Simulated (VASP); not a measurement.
# Pd (Im-3m) in VASP: notebook

Runs on Pd. Level: PBE. Tasks: single point.

All numbers are computed with VASP 6.6.1; they aren't measurements. Logs are shortened: lines on timing, memory, paths and dates and some standing lists are left out, and cuts for length are marked.

### Step 1. Starting point

It takes space group Im-3m (No. 229, cubic). Conventional cell: a = 3.145 Å, b = 3.145 Å, c = 3.145 Å, α = 90.00°, β = 90.00°, γ = 90.00°. Around Pd (site symmetry m-3m) lie 8 Pd at 2.72 Å.

This isn't the form of Pd at room conditions, which is fcc.

### Step 2. Single point, PBE

Contents of INCAR:

```
  PREC = Accurate
  ENCUT = 520
  EDIFF = 1E-7
  ISMEAR = -1
  SIGMA = 0.1
  LREAL = False
  LASPH = True
  NELM = 100
  ALGO = Normal
  ISIF = 2
  LWAVE = False
  LCHARG = True
  GGA = PE
  LELF = True
  LVHAR = True
  NBANDS = 11
```

Contents of KPOINTS:

```
Automatic mesh
0
Gamma
  9 9 9
```

Contents of POSCAR:

```
Pd
1.0
   -1.5722810000      1.5722810000      1.5722810000
    1.5722810000     -1.5722810000      1.5722810000
    1.5722810000      1.5722810000     -1.5722810000
Pd
1
Direct
    0.0000000000      0.0000000000      0.0000000000
```

Potentials or basis: VASP PAW PBE potentials, release 64 (Pd).

Started as:

```sh
> cat potpaw_PBE.64/Pd/POTCAR > POTCAR
> mpirun -np 1 vasp_std > vasp.out
```

OUTCAR:

```text
PREC = Accurate
   ENCUT = 520
   EDIFF = 1E-7
   ISMEAR = -1
   LREAL = False
   LASPH = True
   NELM = 100
   ISIF = 2
   GGA = PE

 ion  position               nearest neighbor table
   1  0.000  0.000  0.000-

  LATTYP: Found a body centered cubic cell.
 ALAT       =     3.1445620000

  Lattice vectors:

 A1 = (  -1.5722810000,   1.5722810000,   1.5722810000)
 A2 = (   1.5722810000,  -1.5722810000,   1.5722810000)
 A3 = (   1.5722810000,   1.5722810000,  -1.5722810000)

Analysis of symmetry for initial positions (statically):
=====================================================================
 Subroutine PRICEL returns:
 Original cell was already a primitive cell.

 Routine SETGRP: Setting up the symmetry group for a
 body centered cubic supercell.

 Subroutine GETGRP returns: Found 48 space group operations
 (whereof 48 operations were pure point group operations)
 out of a pool of 48 trial point group operations.

The static configuration has the point symmetry O_h .

Analysis of symmetry for dynamics (positions and initial velocities):
=====================================================================
 Subroutine PRICEL returns:
 Original cell was already a primitive cell.

 Routine SETGRP: Setting up the symmetry group for a
 body centered cubic supercell.

 Subroutine GETGRP returns: Found 48 space group operations
 (whereof 48 operations were pure point group operations)
 out of a pool of 48 trial point group operations.

The dynamic configuration has the point symmetry O_h .

 Subroutine INISYM returns: Found 48 space group operations
 (whereof 48 operations are pure point group operations),
 and found     1 'primitive' translations

----------------------------------------------------------------------------------------

                                     Primitive cell

  volume of cell :      15.5471

  direct lattice vectors                    reciprocal lattice vectors
    -1.572281000  1.572281000  1.572281000     0.000000000  0.318009313  0.318009313
     1.572281000 -1.572281000  1.572281000     0.318009313  0.000000000  0.318009313
     1.572281000  1.572281000 -1.572281000     0.318009313  0.318009313  0.000000000

  length of vectors
     2.723270576  2.723270576  2.723270576     0.449733083  0.449733083  0.449733083

  position of ions in fractional coordinates (direct lattice)
     0.000000000  0.000000000  0.000000000

  ion indices of the primitive-cell ions
   primitive index   ion index
                 1           1

----------------------------------------------------------------------------------------

 KPOINTS: Automatic mesh

Automatic generation of k-mesh.
 Grid dimensions read from file:
 generate k-points for:    9    9    9

 Generating k-lattice:

  Cartesian coordinates                     Fractional coordinates (reciprocal lattice)
     0.000000000  0.035334368  0.035334368     0.111111111  0.000000000  0.000000000
     0.035334368  0.000000000  0.035334368     0.000000000  0.111111111  0.000000000
     0.035334368  0.035334368  0.000000000     0.000000000  0.000000000  0.111111111

  Length of vectors
     0.049970343  0.049970343  0.049970343

  Shift w.r.t. Gamma in fractional coordinates (k-lattice)
     0.000000000  0.000000000  0.000000000

 Subroutine IBZKPT returns following result:
 ===========================================

 Found     35 irreducible k-points:

 Following reciprocal coordinates:
            Coordinates               Weight
  0.000000  0.000000  0.000000      1.000000
  0.111111  0.000000  0.000000     12.000000
  0.222222  0.000000  0.000000     12.000000
  0.333333  0.000000  0.000000     12.000000
  0.444444  0.000000  0.000000     12.000000
  0.111111  0.111111  0.000000     24.000000
[... 16 lines left out ...]
 -0.333333  0.444444  0.111111     48.000000
 -0.444444 -0.444444  0.111111     24.000000
 [... further k-points ...]
   k-points           NKPTS =     35   k-points in BZ     NKDIM =     35   number of bands    NBANDS=     11
   number of dos      NEDOS =    301   number of ions     NIONS =      1
   total plane-waves  NPLWV =   8000
   dimension x,y,z NGX =    20 NGY =   20 NGZ =   20
   dimension x,y,z NGXF=    40 NGYF=   40 NGZF=   40
   ions per type =               1
   NGX,Y,Z   is equivalent  to a cutoff of  12.21, 12.21, 12.21 a.u.
   NGXF,Y,Z  is equivalent  to a cutoff of  24.42, 24.42, 24.42 a.u.
 SYSTEM =  unknown system
   PREC   = accura    normal or accurate (medium, high low for compatibility)
   ISTART =      0    job   : 0-new  1-cont  2-samecut
   ICHARG =      2    charge: 1-file 2-atom 10-const
   ISPIN  =      1    spin polarized calculation?
   LNONCOLLINEAR =      F non collinear calculations
   LSORBIT =      F    spin-orbit coupling
   LASPH  =      T    aspherical Exc in radial PAW
   ENCUT  =  520.0 eV  38.22 Ry    6.18 a.u.   5.06  5.06  5.06*2*pi/ulx,y,z
   NELM   =    100;   NELMIN=  2; NELMDL= -5     # of ELM steps
   EDIFF  = 0.1E-06   stopping-criterion for ELM
   LREAL  =      F    real-space projection
   EDIFFG = 0.1E-05   stopping-criterion for IOM
   NSW    =      0    number of steps for IOM
   IBRION =     -1    ionic relax: 0-MD 1-quasi-New 2-CG
   NFREE  =      0    steps in history (QN), initial steepest desc. (CG)
   ISIF   =      2    stress and relaxation
   ISYM   =      2    0-nonsym 1-usesym 2-fastsym
   POTIM  = 0.5000    time-step for ionic-motion
   TEBEG  =    0.0;   TEEND  =   0.0 temperature during run
   PSTRESS=    0.0 pullay stress
   NELECT =      10.0000    total number of electrons
   NUPDOWN=      -1.0000    fix difference up-down
   EMIN   =  10.00;   EMAX   =-10.00  energy-range for DOS
   EFERMI =   0.00;   METHOD = LEGACY
   ISMEAR =    -1;   SIGMA  =   0.10  broadening in eV -4-tet -1-fermi 0-gaus
   EFERMI_NEDOS =   21; number of points for ismear=-14 and -15
   IALGO  =     38    algorithm
   IMIX   =      4    mixing-type and parameters
     AMIX     =   0.40;   BMIX     =  1.00
     AMIX_MAG =   1.60;   BMIX_MAG =  1.00
  volume/ion in A,a.u.               =      15.55       104.92
  Fermi-wavevector in a.u.,A,eV,Ry     =   1.413160  2.670485 27.171123  1.997021
  Thomas-Fermi vector in A             =   2.534834
   LORBIT       =      0    0 simple, 1 ext, 2 COOP (PROOUT), +10 PAW based schemes
   GGA     = PE    functional components
   LHFCALC =     F    Hartree Fock is set to
   AEXX    =    0.0000 exact exchange contribution
   IVDW    =     0    specifies the selected vdW correction
   LEPSILON=     F    determine dielectric tensor
   LRPA    =     F    only Hartree local field effects (RPA)
 non-spin polarized calculation
  energy-cutoff  :      520.00
  volume of cell :       15.55
 maximum number of plane-waves:       432
   NGX = 11   NGY = 11   NGZ = 11

 number of electron      10.0000005 magnetization

 Free energy of the ion-electron system (eV)
  ---------------------------------------------------
  ext. energy  EPLUGINS =         0.00000000
  ---------------------------------------------------
  free energy    TOTEN  =        -5.20146888 eV

  energy without entropy =       -5.16191916  energy(sigma->0) =       -5.18169402

 E-fermi :   8.9148     XC(G=0): -12.8537

 val. band max:        8.9078512279   @ k =  -0.4444  -0.4444   0.3333
 cond. band min:       9.0098274153   @ k =  -0.4444  -0.4444   0.2222
 fundamental gap:      0.1019761875
 Fermi energy:         8.9148464478

 k-point     1 :       0.0000    0.0000    0.0000
  band No.  band energies     occupation
      1       2.1890      2.00000
      2       6.1948      2.00000
      3       6.1948      2.00000
      4       6.1948      2.00000
      5       8.0330      1.99970
      6       8.0330      1.99970
      7      28.1921      0.00000
      8      28.1921      0.00000
      9      28.1921      0.00000
     10      36.1177      0.00000
     11      36.2069      0.00000

 k-point     2 :       0.1111    0.0000    0.0000
  band No.  band energies     occupation
      1       2.6319      2.00000
      2       6.0521      2.00000
      3       6.2000      2.00000
      4       6.5042      2.00000
      5       7.8827      1.99993
      6       8.0448      1.99967
      7      27.7021      0.00000
      8      28.1492      0.00000
      9      28.7012      0.00000
     10      33.6954      0.00000
     11      34.2050      0.00000

 k-point     3 :       0.2222    0.0000    0.0000
  band No.  band energies     occupation
      1       3.6887      2.00000
      2       5.7079      2.00000
      3       6.3188      2.00000
      4       7.3541      2.00000
      5       7.7285      1.99999
      6       8.0895      1.99948
      7      24.9819      0.00000
      8      26.9951      0.00000
      9      30.0033      0.00000
     10      31.8059      0.00000
     11      32.8925      0.00000

 k-point     4 :       0.3333    0.0000    0.0000
  band No.  band energies     occupation
      1       4.1843      2.00000
      2       5.3426      2.00000
      3       7.5402      2.00000
      4       7.8861      1.99993
      5       8.1678      1.99886
      6       8.4768      1.97527
      7      20.7766      0.00000
      8      25.1955      0.00000
      9      28.5565      0.00000
     10      31.4897      0.00000
     11      33.1907      0.00000
[... 239 lines left out ...]
 k-point    22 :      -0.4444    0.4444    0.1111
  band No.  band energies     occupation
      1       4.3355      2.00000
      2       5.4589      2.00000
      3       7.0422      2.00000
      4       7.6958      1.99999
      5       9.2965      0.04308
      6      11.2468      0.00000
      7      17.2698      0.00000
      8      24.4248      0.00000
      9      25.2138      0.00000
     10      32.9765      0.00000
     11      33.8125      0.00000

 k-point    23 :      -0.3333    0.4444    0.1111
  band No.  band energies     occupation
      1       4.8568      2.00000
      2       5.6616      2.00000
      3       6.3453      2.00000
      4       7.5189      2.00000
      5       8.6909      1.80750
      6      11.3769      0.00000
      7      19.3662      0.00000
      8      22.2804      0.00000
      9      27.1225      0.00000
     10      30.2464      0.00000
     11      33.6579      0.00000

 k-point    24 :      -0.4444   -0.4444    0.1111
  band No.  band energies     occupation
      1       4.7027      2.00000
      2       5.6974      2.00000
      3       6.3387      2.00000
      4       7.6328      1.99999
      5       9.0709      0.34716
      6      13.5325      0.00000
      7      16.5355      0.00000
      8      21.6291      0.00000
      9      26.5431      0.00000
     10      31.7576      0.00000
     11      32.6467      0.00000

 [... further k-points ...]

------------------------ aborting loop because EDIFF is reached ----------------------------------------

  FORCE on cell =-STRESS in cart. coord.  units (eV):
  Direction    XX          YY          ZZ          XY          YZ          ZX
  --------------------------------------------------------------------------------------
  -------------------------------------------------------------------------------------
  Total       -0.1218283     -0.1218283     -0.1218283      0.0000000     -0.0000000     -0.0000000
  in kB      -12.5547586    -12.5547586    -12.5547586      0.0000000     -0.0000000     -0.0000000
  external PRESSURE =     -12.5547586 kB  Pullay stress =       0.0000000 kB

 VOLUME and BASIS-vectors are now :
 -----------------------------------------------------------------------------
  energy-cutoff  :      520.00
  volume of cell :       15.55
      direct lattice vectors                 reciprocal lattice vectors
    -1.572281000  1.572281000  1.572281000     0.000000000  0.318009313  0.318009313
     1.572281000 -1.572281000  1.572281000     0.318009313  0.000000000  0.318009313
     1.572281000  1.572281000 -1.572281000     0.318009313  0.318009313  0.000000000

 POSITION                                       TOTAL-FORCE (eV/Angst)
 -----------------------------------------------------------------------------------
      0.00000      0.00000      0.00000         0.000000      0.000000     -0.000000
 -----------------------------------------------------------------------------------
    total drift:                                0.000000     -0.000000      0.000000

  FREE ENERGIE OF THE ION-ELECTRON SYSTEM (eV)
  ---------------------------------------------------
  free  energy   TOTEN  =        -5.2014688795 eV

  energy  without entropy=       -5.1619191616  energy(sigma->0) =       -5.18169402
```

Run time: 4.1 s. Hardware: 1 thread of Intel Xeon Platinum 8488C (Sapphire Rapids), shared host; peak memory 0.12 GiB.

What came out:

- Free energy: -5.2015 eV
- Pressure: -1.3 GPa
- Band gap on the k mesh: none (metal or under the smearing width)

[end of part 1 of 2]
